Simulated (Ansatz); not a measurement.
Two G0W0 runs on GaAs (F-43m).

```yaml
crystal:
  lattice:
    - [0.00000, 2.82685, 2.82685]
    - [2.82685, 0.00000, 2.82685]
    - [2.82685, 2.82685, 0.00000]
  atoms:
    - { symbol: Ga, position: [0.00000, 0.00000, 0.00000] }
    - { symbol: As, position: [0.25000, 0.25000, 0.25000] }
```

The cell and positions come from the Crystallography Open Database and are kept as given unless a step says otherwise.

The first (Ansatz 0.2.0; start PBE, 8×8×8 mesh, 188 empty bands, screening to 150 eV, hard PAW files; 1 × NVIDIA H100 80GB HBM3 (shared by 6 runs) with 3 threads of AMD EPYC 7R13 (Zen 3), shared host) gave, on its mesh: starting gap 0.52 eV, G0W0 gap 1.23 eV, RPA ε∞ (mean) 27.89, 76 s.

The second changes empty bands from 188 to 405 and screening cutoff (eV) from 150 to 250. What does it give?

It gave: starting gap 0.52 eV, G0W0 gap 1.22 eV, RPA ε∞ (mean) 27.90, 3 min. The G0W0 gap moves by −0.01 eV, +0.00 eV from the start and −0.01 eV from the correction. Σc changes by −0.16 eV at the valence top and −0.17 eV at the conduction bottom, and Σx − Vxc between them by +0.00 eV.

Limits: not at the basis limit; mesh may overstate the screening; no spin-orbit coupling; coarse k mesh.

[Paths, hosts, dates, memory and timing lines, banners, echoed tables and standing remarks are left out of the program output.]

[Logs are printed without paths, hosts, clocks, repeated set-up lines and the standing remarks that a program may print on its own settings, such as how far it seeks lower states.]

[Runs of the session that timed out or met a known fault of the program may be left out.]

[Cells called generated may have been cut or substituted from an entry of the Crystallography Open Database or the Materials Project.]

[Hosts, paths, dates, database ids (printed as entryN), source tags and the programs' standing remarks are cut or masked in the printed files.]
